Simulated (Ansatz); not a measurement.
A relaxation computed with Ansatz, from input to last step.

```yaml
crystal:
  lattice:
    - [3.1334680022, 0.0, 0.0]
    - [-1.5667340011, 2.7136628919, 0.0]
    - [0.0, 0.0, 5.0180377831]
  atoms:
    - { symbol: Al, position: [0.3333333333, 0.6666666667, -0.0035481154] }
    - { symbol: Al, position: [0.6666666667, 0.3333333333, 0.4964518846] }
    - { symbol: "N", position: [0.3333333333, 0.6666666667, 0.3785481154] }
    - { symbol: "N", position: [0.6666666667, 0.3333333333, 0.8785481154] }
basis:
  ecutwfc: 420
kpoints:
  mp_grid: { grid: [12, 12, 6] }
hamiltonian:
  xc: pbe
scf:
  occupations: { method: gaussian, width: 0.02 }
output:
  forces: true
  stress: true
  eigenvalues: true
relax:
  adjacent_minimum: "off"
  f_tol: 0.01
  max_steps: 60
  cell: { stress_tol: 0.1 }
```

```bash
ansatz run input.yaml --threads 1 --pin off --max-ram 2560MiB --backend cpu --events-out ev --progress --plain --runs-dir out
```

Computed with DFT PBE, scalar-relativistic, plane waves, PAW (Ansatz 0.2.0).

Of 4 frames 3 are shown, positions in Å and forces in eV/Å; the SCF threshold varies from step to step. Steps run on the plane waves of an earlier cell, with a Pulay correction in the pressure. The basis is chosen afresh for the last frame, the zero of the energies, and at times for earlier ones too; energy and pressure step there, also at an unchanged geometry.

```xyz
4
Lattice="3.1335 0.0000 0.0000 -1.5667 2.7137 0.0000 0.0000 0.0000 5.0180" Properties=species:S:1:pos:R:3:forces:R:3 pbc="T T T" step=1 free_energy_over_end_meV_per_atom=0.06 pressure_GPa=-0.41
Al    0.0000    1.8091   -0.0178    0.0000    0.0000    0.0228
Al    1.5667    0.9046    2.4912    0.0000    0.0000    0.0228
N     0.0000    1.8091    1.8996    0.0000    0.0000   -0.0228
N     1.5667    0.9046    4.4086    0.0000    0.0000   -0.0228
4
Lattice="3.1315 0.0000 0.0000 -1.5657 2.7120 0.0000 0.0000 0.0000 5.0192" Properties=species:S:1:pos:R:3:forces:R:3 pbc="T T T" step=2 free_energy_over_end_meV_per_atom=-0.01 pressure_GPa=-0.20
Al    0.0000    1.8080   -0.0172    0.0000    0.0000    0.0160
Al    1.5657    0.9040    2.4924    0.0000    0.0000    0.0160
N     0.0000    1.8080    1.8993    0.0000    0.0000   -0.0160
N     1.5657    0.9040    4.4089    0.0000    0.0000   -0.0160
4
Lattice="3.1302 0.0000 0.0000 -1.5651 2.7109 0.0000 0.0000 0.0000 5.0179" Properties=species:S:1:pos:R:3:forces:R:3 pbc="T T T" step=4 free_energy_over_end_meV_per_atom=0.00 pressure_GPa=0.01
Al    0.0000    1.8072   -0.0166    0.0000    0.0000    0.0040
Al    1.5651    0.9036    2.4924    0.0000    0.0000    0.0040
N     0.0000    1.8072    1.8983    0.0000    0.0000   -0.0040
N     1.5651    0.9036    4.4072    0.0000    0.0000   -0.0040
```

It took 10 s on 1 thread of Intel(R) Xeon(R) 6975P-C (Granite Rapids), with other jobs on the host, peak memory 0.41 GiB.